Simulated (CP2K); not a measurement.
The system is HfC.

```
Hf C
1.0
     3.28805    0.00000    0.00000
     1.64402    2.84753    0.00000
     1.64402    0.94918    2.68468
Hf C
1 1
Direct
  0.50000 0.50000 0.50000
  0.00000 0.00000 0.00000
```

Base run:

| Quantity | Value |
| --- | --- |
| Program | CP2K 2026.2 |
| Functional | PBEsol |
| Potentials or basis | POTENTIAL_UZH Hf GTH-PBE-q12, C GTH-PBE-q4; TZVP-MOLOPT-PBE-GTH basis |
| Density cutoff | 9184 eV |
| k mesh | 10 × 10 × 10 |
| Occupations | fermi-dirac, width 0.05 eV |
| Spin | no spin polarisation |

Its results: band gap on the k mesh none (metal or under the smearing width); pressure -6.5 GPa.

Task: After a change of settings the same cell gave: band gap on the k mesh none (metal or under the smearing width); pressure -1.0 GPa. Which change was it?
A. functional from PBEsol to rev-vdW-DF2
B. functional from PBEsol to LDA
C. functional from PBEsol to optB88-vdW
D. functional from PBEsol to vdW-DF2

Result: C.

Caveats: the potentials were made for another functional, which shifts forces and pressure; spin-orbit coupling is left out, which moves the levels of the heavy elements; the basis of atomic orbitals isn't converged, which shifts pressures, moduli and gaps.

Runs at the PBE level aren't shown here.
